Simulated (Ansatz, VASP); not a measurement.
**Two plane-wave programs on Fe**

```xyz
1
Lattice="0.0000 1.7031 1.7031 1.7031 0.0000 1.7031 1.7031 1.7031 0.0000" Properties=species:S:1:pos:R:3 pbc="T T T"
Fe    0.0000    0.0000    0.0000
```

Alike in both runs: functional PBEsol; k mesh 20 × 20 × 20; occupations gaussian, width 0.1 eV; collinear spin.

Ansatz relaxed the structure, and its values are those at the end. VASP's run is a single point on that final structure, the one shown.

|  | VASP | Ansatz |
| --- | --- | --- |
| version | VASP 6.6.1 | Ansatz 0.2.0 |
| potentials or method | VASP PAW PBE potentials, release 64 (Fe) | scalar-relativistic, plane waves, PAW |
| plane-wave cutoff (eV) | 520 | 420 |
| valence electrons in the cell | 8 | 16 |

|  | VASP | Ansatz | Ansatz less VASP |
| --- | --- | --- | --- |
| gap on the k mesh at the Fermi level (eV) | none | none | - |
| pressure (GPa) | -0.3 | 0.0 | +0.33 |
| net moment per atom (μB) | 0.24 | 0.20 | -0.030 |
| size of the moment on the site where the two differ most (μB) | 0.23 | 0.21 | -0.026 |

Site moments also hang on the region over which each program counts them. A gap of «none» marks a metal or a gap that the smearing closes. The two sets of potentials don't hold the same shells in valence.

Caveats: the PAW data sets were made with another functional, which shifts forces and pressure a little (VASP).
